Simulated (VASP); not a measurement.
# C (Fd-3m) in VASP: notebook

The runs below take C through relaxation of cell and atoms, with PBEsol, r2SCAN, PBE.

Program: VASP 6.6.1. These are calculated values, not measurements. Logs are shortened: lines on timing, memory, paths and dates and some standing lists are left out, and cuts for length are marked.

## 1. Starting point

The structure is cubic, space group Fd-3m (No. 227). The conventional cell has a = 3.555 Å, b = 3.555 Å, c = 3.555 Å, α = 90.00°, β = 90.00°, γ = 90.00°. Around C (site symmetry -43m) lie 4 C at 1.54 Å.

This isn't the form of C at room conditions, which is graphite.

## 2. Relaxation of cell and atoms, PBEsol

INCAR reads:

```
SYSTEM = C
PREC = Accurate ; ENCUT = 600
EDIFF = 1E-7 ; ISMEAR = 0
SIGMA = 0.03 ; LREAL = .False.
LASPH = .True. ; NELM = 80
ALGO = Normal ; ISIF = 3
LWAVE = .False. ; LCHARG = .False.
GGA = PS ; IBRION = 2
NSW = 90 ; EDIFFG = -0.005
```

KPOINTS reads:

```
Automatic mesh
0
Gamma
  14 14 14
  0 0 0
```

POSCAR reads:

```
C                                       
1.0
    0.0000000000      1.7774542777      1.7774542777
    1.7774542777     -0.0000000000      1.7774542777
    1.7774542777      1.7774542777      0.0000000000
  C             
     2
Direct
     0.0000000000000000    0.0000000000000000    0.0000000000000000
     0.2500000000000000    0.2500000000000000    0.2500000000000000
```

Potentials or basis: VASP PAW PBE potentials, release 64 (C).

Run with:

```sh
$ cat potpaw_PBE.64/C/POTCAR > POTCAR
$ mpirun -np 1 vasp_std > vasp.out
```

OUTCAR:

```text
SYSTEM = C
   PREC = Accurate
   ENCUT = 600
   EDIFF = 1E-7
   ISMEAR = 0
   LREAL = .False.
   LASPH = .True.
   NELM = 80
   ISIF = 3
   GGA = PS
   IBRION = 2
   NSW = 90
   EDIFFG = -0.005

 ion  position               nearest neighbor table
   1  0.000  0.000  0.000-   2 1.54   2 1.54   2 1.54   2 1.54
   2  0.250  0.250  0.250-   1 1.54   1 1.54   1 1.54   1 1.54

  LATTYP: Found a face centered cubic cell.
 ALAT       =     3.5549085554

  Lattice vectors:

 A1 = (   0.0000000000,   1.7774542777,   1.7774542777)
 A2 = (   1.7774542777,   0.0000000000,   1.7774542777)
 A3 = (   1.7774542777,   1.7774542777,   0.0000000000)

Analysis of symmetry for initial positions (statically):
=====================================================================
 Subroutine PRICEL returns:
 Original cell was already a primitive cell.

 Routine SETGRP: Setting up the symmetry group for a
 face centered cubic supercell.

 Subroutine GETGRP returns: Found 48 space group operations
 (whereof 24 operations were pure point group operations)
 out of a pool of 48 trial point group operations.

The static configuration has the point symmetry T_d .
 The point group associated with its full space group is O_h .

Analysis of symmetry for dynamics (positions and initial velocities):
=====================================================================
 Subroutine PRICEL returns:
 Original cell was already a primitive cell.

 Routine SETGRP: Setting up the symmetry group for a
 face centered cubic supercell.

 Subroutine GETGRP returns: Found 48 space group operations
 (whereof 24 operations were pure point group operations)
 out of a pool of 48 trial point group operations.

The dynamic configuration has the point symmetry T_d .
 The point group associated with its full space group is O_h .

 Subroutine INISYM returns: Found 48 space group operations
 (whereof 24 operations are pure point group operations),
 and found     1 'primitive' translations

----------------------------------------------------------------------------------------

                                     Primitive cell

  volume of cell :      11.2312

  direct lattice vectors                    reciprocal lattice vectors
     0.000000000  1.777454278  1.777454278    -0.281301188  0.281301188  0.281301188
     1.777454278  0.000000000  1.777454278     0.281301188 -0.281301188  0.281301188
     1.777454278  1.777454278  0.000000000     0.281301188  0.281301188 -0.281301188

  length of vectors
     2.513699946  2.513699946  2.513699946     0.487227950  0.487227950  0.487227950

  position of ions in fractional coordinates (direct lattice)
     0.000000000  0.000000000  0.000000000
     0.250000000  0.250000000  0.250000000

  ion indices of the primitive-cell ions
   primitive index   ion index
                 1           1
                 2           2

----------------------------------------------------------------------------------------

 KPOINTS: Automatic mesh

Automatic generation of k-mesh.
 Grid dimensions read from file:
 generate k-points for:   14   14   14

 Generating k-lattice:

  Cartesian coordinates                     Fractional coordinates (reciprocal lattice)
    -0.020092942  0.020092942  0.020092942     0.071428571  0.000000000  0.000000000
     0.020092942 -0.020092942  0.020092942     0.000000000  0.071428571  0.000000000
     0.020092942  0.020092942 -0.020092942     0.000000000  0.000000000  0.071428571

  Length of vectors
     0.034801996  0.034801996  0.034801996

  Shift w.r.t. Gamma in fractional coordinates (k-lattice)
     0.000000000  0.000000000  0.000000000

 Subroutine IBZKPT returns following result:
 ===========================================

 Found    104 irreducible k-points:

 Following reciprocal coordinates:
            Coordinates               Weight
  0.000000  0.000000  0.000000      1.000000
  0.071429  0.000000  0.000000      8.000000
  0.142857  0.000000  0.000000      8.000000
  0.214286  0.000000  0.000000      8.000000
  0.285714  0.000000  0.000000      8.000000
  0.357143  0.000000  0.000000      8.000000
[... 16 lines left out ...]
  0.214286  0.142857  0.000000     24.000000
  0.285714  0.142857  0.000000     24.000000
 [... further k-points ...]
   k-points           NKPTS =    104   k-points in BZ     NKDIM =    104   number of bands    NBANDS=      8
   number of dos      NEDOS =    301   number of ions     NIONS =      2
   total plane-waves  NPLWV =   8000
   dimension x,y,z NGX =    20 NGY =   20 NGZ =   20
   dimension x,y,z NGXF=    40 NGYF=   40 NGZF=   40
   ions per type =               2
   NGX,Y,Z   is equivalent  to a cutoff of  13.23, 13.23, 13.23 a.u.
   NGXF,Y,Z  is equivalent  to a cutoff of  26.45, 26.45, 26.45 a.u.
 SYSTEM =  C
   PREC   = accura    normal or accurate (medium, high low for compatibility)
   ISTART =      0    job   : 0-new  1-cont  2-samecut
   ICHARG =      2    charge: 1-file 2-atom 10-const
   ISPIN  =      1    spin polarized calculation?
   LNONCOLLINEAR =      F non collinear calculations
   LSORBIT =      F    spin-orbit coupling
   LASPH  =      T    aspherical Exc in radial PAW
   ENCUT  =  600.0 eV  44.10 Ry    6.64 a.u.   5.02  5.02  5.02*2*pi/ulx,y,z
   NELM   =     80;   NELMIN=  2; NELMDL= -5     # of ELM steps
   EDIFF  = 0.1E-06   stopping-criterion for ELM
   LREAL  =      F    real-space projection
   EDIFFG = -.5E-02   stopping-criterion for IOM
   NSW    =     90    number of steps for IOM
   IBRION =      2    ionic relax: 0-MD 1-quasi-New 2-CG
   NFREE  =      1    steps in history (QN), initial steepest desc. (CG)
   ISIF   =      3    stress and relaxation
   ISYM   =      2    0-nonsym 1-usesym 2-fastsym
   POTIM  = 0.5000    time-step for ionic-motion
   TEBEG  =    0.0;   TEEND  =   0.0 temperature during run
   PSTRESS=    0.0 pullay stress
   NELECT =       8.0000    total number of electrons
   NUPDOWN=      -1.0000    fix difference up-down
   EMIN   =  10.00;   EMAX   =-10.00  energy-range for DOS
   EFERMI =   0.00;   METHOD = LEGACY
   ISMEAR =     0;   SIGMA  =   0.03  broadening in eV -4-tet -1-fermi 0-gaus
   EFERMI_NEDOS =   21; number of points for ismear=-14 and -15
   IALGO  =     38    algorithm
   IMIX   =      4    mixing-type and parameters
     AMIX     =   0.40;   BMIX     =  1.00
     AMIX_MAG =   1.60;   BMIX_MAG =  1.00
  volume/ion in A,a.u.               =       5.62        37.90
  Fermi-wavevector in a.u.,A,eV,Ry     =   1.462053  2.762879 29.083792  2.137598
  Thomas-Fermi vector in A             =   2.578312
   LORBIT       =      0    0 simple, 1 ext, 2 COOP (PROOUT), +10 PAW based schemes
   GGA     = PS    functional components
   LHFCALC =     F    Hartree Fock is set to
   AEXX    =    0.0000 exact exchange contribution
   IVDW    =     0    specifies the selected vdW correction
   LEPSILON=     F    determine dielectric tensor
   LRPA    =     F    only Hartree local field effects (RPA)
 conjugate gradient relaxation of ions
 non-spin polarized calculation
 Gauss-broadening in eV      SIGMA  =   0.03
  energy-cutoff  :      600.00
  volume of cell :       11.23
 maximum number of plane-waves:       388
   NGX =  9   NGY =  9   NGZ =  9

 number of electron       7.9999999 magnetization

 Free energy of the ion-electron system (eV)
  ---------------------------------------------------
  ext. energy  EPLUGINS =         0.00000000
  ---------------------------------------------------
  free energy    TOTEN  =       -19.25432708 eV

  energy without entropy =      -19.25432708  energy(sigma->0) =      -19.25432708

 E-fermi :  10.0480     XC(G=0): -13.4820

 val. band max:        9.8527331571   @ k =   0.0000   0.0000   0.0000
 cond. band min:      13.8815899267   @ k =   0.3571   0.3571   0.0000
 fundamental gap:      4.0288567696
 Fermi energy:        10.0480100680

 k-point     1 :       0.0000    0.0000    0.0000
  band No.  band energies     occupation
      1     -11.8030      2.00000
      2       9.8527      2.00000
      3       9.8527      2.00000
      4       9.8527      2.00000
      5      15.4196      0.00000
      6      15.4196      0.00000
      7      15.4196      0.00000
      8      23.4487      0.00000

 k-point     2 :       0.0714    0.0000    0.0000
  band No.  band energies     occupation
      1     -11.6605      2.00000
      2       8.9046      2.00000
      3       9.6045      2.00000
      4       9.6045      2.00000
      5      15.7436      0.00000
      6      15.7436      0.00000
      7      15.9889      0.00000
      8      23.5567      0.00000

 k-point     3 :       0.1429    0.0000    0.0000
  band No.  band energies     occupation
      1     -11.2337      2.00000
      2       6.8354      2.00000
      3       9.0287      2.00000
      4       9.0287      2.00000
      5      16.5002      0.00000
      6      16.5002      0.00000
      7      16.9752      0.00000
      8      23.8703      0.00000

 k-point     4 :       0.2143    0.0000    0.0000
  band No.  band energies     occupation
      1     -10.5267      2.00000
      2       4.4177      2.00000
      3       8.3811      2.00000
      4       8.3811      2.00000
      5      17.3086      0.00000
      6      17.3086      0.00000
      7      17.7681      0.00000
      8      24.3348      0.00000

 k-point     5 :       0.2857    0.0000    0.0000
  band No.  band energies     occupation
      1      -9.5485      2.00000
      2       1.9581      2.00000
      3       7.8076      2.00000
      4       7.8076      2.00000
      5      17.8945      0.00000
      6      17.8945      0.00000
      7      18.2895      0.00000
      8      24.8280      0.00000

 k-point     6 :       0.3571    0.0000    0.0000
  band No.  band energies     occupation
      1      -8.3189      2.00000
      2      -0.3919      2.00000
      3       7.3733      2.00000
      4       7.3733      2.00000
      5      18.1817      0.00000
      6      18.1817      0.00000
      7      18.6048      0.00000
      8      25.2000      0.00000

 k-point     7 :       0.4286    0.0000    0.0000
  band No.  band energies     occupation
      1      -6.9099      2.00000
      2      -2.4951      2.00000
      3       7.1057      2.00000
      4       7.1057      2.00000
      5      18.2669      0.00000
      6      18.2669      0.00000
      7      18.7739      0.00000
      8      25.3835      0.00000
[... 133 lines left out ...]
 k-point    20 :      -0.1429    0.0714    0.0000
  band No.  band energies     occupation
      1     -10.9030      2.00000
      2       6.0492      2.00000
      3       7.6487      2.00000
      4       9.1806      2.00000
      5      16.4117      0.00000
      6      17.3961      0.00000
      7      17.6880      0.00000
      8      23.8800      0.00000

 k-point    21 :      -0.0714    0.0714    0.0000
  band No.  band energies     occupation
      1     -11.4231      2.00000
      2       8.0680      2.00000
      3       8.4727      2.00000
      4       9.6140      2.00000
      5      15.8052      0.00000
      6      16.4622      0.00000
      7      16.8002      0.00000
      8      23.6763      0.00000

 k-point    22 :       0.1429    0.1429    0.0000
  band No.  band energies     occupation
      1     -11.0442      2.00000
      2       7.7209      2.00000
      3       7.7209      2.00000
      4       8.1678      2.00000
      5      14.8841      0.00000
      6      18.1925      0.00000
      7      18.1925      0.00000
      8      23.1048      0.00000

 k-point    23 :       0.2143    0.1429    0.0000
  band No.  band energies     occupation
      1     -10.5257      2.00000
      2       5.9994      2.00000
      3       7.0250      2.00000
      4       7.8122      2.00000
      5      15.0503      0.00000
      6      19.1757      0.00000
      7      19.2020      0.00000
      8      22.5248      0.00000

 k-point    24 :       0.2857    0.1429    0.0000
  band No.  band energies     occupation
      1      -9.7312      2.00000
      2       3.7678      2.00000
      3       6.4764      2.00000
      4       7.2369      2.00000
      5      15.7270      0.00000
      6      19.8887      0.00000
      7      19.9586      0.00000
      8      22.2120      0.00000

 [... further k-points ...]
[... 5 lines left out ...]
  --------------------------------------------------------------------------------------
  -------------------------------------------------------------------------------------
  Total        0.0012969      0.0012969      0.0012969     -0.0000000     -0.0000000     -0.0000000
  in kB        0.1850018      0.1850018      0.1850018     -0.0000000     -0.0000000     -0.0000000
  external PRESSURE =       0.1850018 kB  Pullay stress =       0.0000000 kB

 VOLUME and BASIS-vectors are now :
 -----------------------------------------------------------------------------
  energy-cutoff  :      600.00
  volume of cell :       11.23
      direct lattice vectors                 reciprocal lattice vectors
     0.000000000  1.777454278  1.777454278    -0.281301188  0.281301188  0.281301188
     1.777454278  0.000000000  1.777454278     0.281301188 -0.281301188  0.281301188
     1.777454278  1.777454278  0.000000000     0.281301188  0.281301188 -0.281301188

 POSITION                                       TOTAL-FORCE (eV/Angst)
 -----------------------------------------------------------------------------------
      0.00000      0.00000      0.00000        -0.000000     -0.000000     -0.000000
      0.88873      0.88873      0.88873         0.000000      0.000000      0.000000
 -----------------------------------------------------------------------------------
    total drift:                                0.000000      0.000000      0.000000

  FREE ENERGIE OF THE ION-ELECTRON SYSTEM (eV)
  ---------------------------------------------------
  free  energy   TOTEN  =       -19.2543270780 eV

  energy  without entropy=      -19.2543270780  energy(sigma->0) =      -19.25432708

 reached required accuracy - stopping structural energy minimisation
```

Wall time 4.5 s (1 thread of Intel Xeon 6975P-C (Granite Rapids), shared host); peak memory 0.12 GiB.

Results:

| Property | Result |
| --- | --- |
| Free energy | -19.2543 eV |
| Pressure after relaxing | 0.0 GPa |
| Band gap on the k mesh | 4.03 eV, indirect (least direct gap 5.57 eV) |

Final structure:
```
CELL_PARAMETERS angstrom
0.00000 1.77745 1.77745
1.77745 0.00000 1.77745
1.77745 1.77745 0.00000
ATOMIC_POSITIONS crystal
C 0.00000 0.00000 0.00000
C 0.25000 0.25000 0.25000
```

Caveat: the relaxation stopped at its first step, so nothing moved; the PAW data sets were made with another functional, which shifts forces and pressure a little.

## 3. Relaxation of cell and atoms, r2SCAN

This run uses another cell than the first one, of 5.67 Å³/atom, 1.010 times its volume.

INCAR reads:

```
SYSTEM = C
PREC = Accurate
ENCUT = 600
EDIFF = 1E-6
ISMEAR = 0
SIGMA = 0.03
LREAL = .FALSE.
LASPH = .TRUE.
NELM = 80
ALGO = Normal
ISIF = 3
LWAVE = .FALSE.
LCHARG = .FALSE.
METAGGA = R2SCAN
LMIXTAU = .TRUE.
IBRION = 2
NSW = 90
EDIFFG = -0.01
```

KPOINTS reads:

```
Automatic mesh
0
G
  14 14 14
  0 0 0
```

POSCAR reads:

```
C
1.0
    0.0000000000      1.7833700000      1.7833700000
    1.7833700000      0.0000000000      1.7833700000
    1.7833700000      1.7833700000      0.0000000000
C
2
Direct
    0.0000000000      0.0000000000      0.0000000000
    0.2500000000      0.2500000000      0.2500000000
```

Potentials or basis: VASP PAW PBE potentials, release 64 (C).

Run with:

```sh
$ cat potpaw_PBE.64/C/POTCAR > POTCAR
$ mpirun -np 1 vasp_std > vasp.out
```

OUTCAR:

```text
SYSTEM = C
   PREC = Accurate
   ENCUT = 600
   EDIFF = 1E-6
   ISMEAR = 0
   LREAL = .FALSE.
   LASPH = .TRUE.
   NELM = 80
   ISIF = 3
   METAGGA = R2SCAN
   IBRION = 2
   NSW = 90
   EDIFFG = -0.01

 ion  position               nearest neighbor table
   1  0.000  0.000  0.000-   2 1.54   2 1.54   2 1.54   2 1.54
   2  0.250  0.250  0.250-   1 1.54   1 1.54   1 1.54   1 1.54

  LATTYP: Found a face centered cubic cell.
 ALAT       =     3.5667400000

  Lattice vectors:

 A1 = (   0.0000000000,   1.7833700000,   1.7833700000)
 A2 = (   1.7833700000,   0.0000000000,   1.7833700000)
 A3 = (   1.7833700000,   1.7833700000,   0.0000000000)

Analysis of symmetry for initial positions (statically):
=====================================================================
 Subroutine PRICEL returns:
 Original cell was already a primitive cell.

[... 218 lines left out ...]
 k-point     1 :       0.0000    0.0000    0.0000
  band No.  band energies     occupation
      1     -12.9759      2.00000
      2       9.8690      2.00000
      3       9.8690      2.00000
      4       9.8690      2.00000
      5      15.7341      0.00000
      6      15.7341      0.00000
      7      15.7341      0.00000
      8      23.9463      0.00000
[... 288 lines left out ...]
--------------------------------------- Ionic step        3  -------------------------------------------

 number of electron       7.9999999 magnetization

 Free energy of the ion-electron system (eV)
  ---------------------------------------------------
  ext. energy  EPLUGINS =         0.00000000
  ---------------------------------------------------
  free energy    TOTEN  =       -19.66435002 eV

  energy without entropy =      -19.66435002  energy(sigma->0) =      -19.66435002

 E-fermi :   9.9190     XC(G=0): -14.2834

 val. band max:        9.7798772214   @ k =   0.0000   0.0000   0.0000
 cond. band min:      14.1114545059   @ k =   0.3571   0.3571   0.0000
 fundamental gap:      4.3315772846
 Fermi energy:         9.9189782012

 k-point     1 :       0.0000    0.0000    0.0000
  band No.  band energies     occupation
      1     -12.9801      2.00000
      2       9.7799      2.00000
      3       9.7799      2.00000
      4       9.7799      2.00000
      5      15.6285      0.00000
      6      15.6285      0.00000
      7      15.6285      0.00000
      8      23.7106      0.00000
[... 282 lines left out ...]
  FREE ENERGIE OF THE ION-ELECTRON SYSTEM (eV)
  ---------------------------------------------------
  free  energy   TOTEN  =       -19.6643500227 eV

  energy  without entropy=      -19.6643500227  energy(sigma->0) =      -19.66435002

 reached required accuracy - stopping structural energy minimisation
```

It took 80 s on 1 thread of Intel Xeon Platinum 8259CL at 2.50GHz (Skylake/Cascade Lake), shared host; peak memory 0.12 GiB.

What came out:

```yaml
Free_energy: -19.6644 eV
Relaxed_volume: 5.65 Å³/atom
Relaxed_cell: a = 2.518 Å, b = 2.518 Å, c = 2.518 Å, α = 60.00°, β = 60.00°, γ = 60.00°
Space_group_after_relaxing_to_0.05_Å: Fd-3m (No. 227)
Energy_gained_by_relaxing: 0.2 meV/atom
Ionic_steps: 3
Pressure_after_relaxing: 0.0 GPa
Band_gap_on_the_k_mesh: 4.33 eV, indirect (least direct gap 5.85 eV)
```

Step by step:
```
step  energy change (eV)  largest force (eV/Å)  pressure (GPa)  volume (Å³)
   1              0.0000                0.0000           -2.10        11.34
   2              0.0002                0.0000            2.77        11.22
   3             -0.0004                0.0000           -0.03        11.29
```

Final structure:
```xyz
2
Lattice="0.0000 1.7806 1.7806 1.7806 0.0000 1.7806 1.7806 1.7806 0.0000" Properties=species:S:1:pos:R:3 pbc="T T T"
C     0.0000    0.0000    0.0000
C     0.8903    0.8903    0.8903
```

Levels at points of the mesh, in eV from the valence-band top:
| k point | band 2 | band 3 | band 4 | band 5 | band 6 | band 7 |
| --- | --- | --- | --- | --- | --- | --- |
| (0.00, 0.00, 0.00) | 0.00 | 0.00 | 0.00 | 5.85 | 5.85 | 5.85 |
| (0.50, 0.00, 0.00) | -14.10 | -2.99 | -2.99 | 8.90 | 8.90 | 9.19 |
| (0.50, 0.50, 0.00) | -13.62 | -6.69 | -6.69 | 5.01 | 5.01 | 17.95 |

Caveat: the PAW data sets were made with another functional, which shifts forces and pressure a little. A k mesh can miss the band edges.

(Continued in part 2 of 2.)
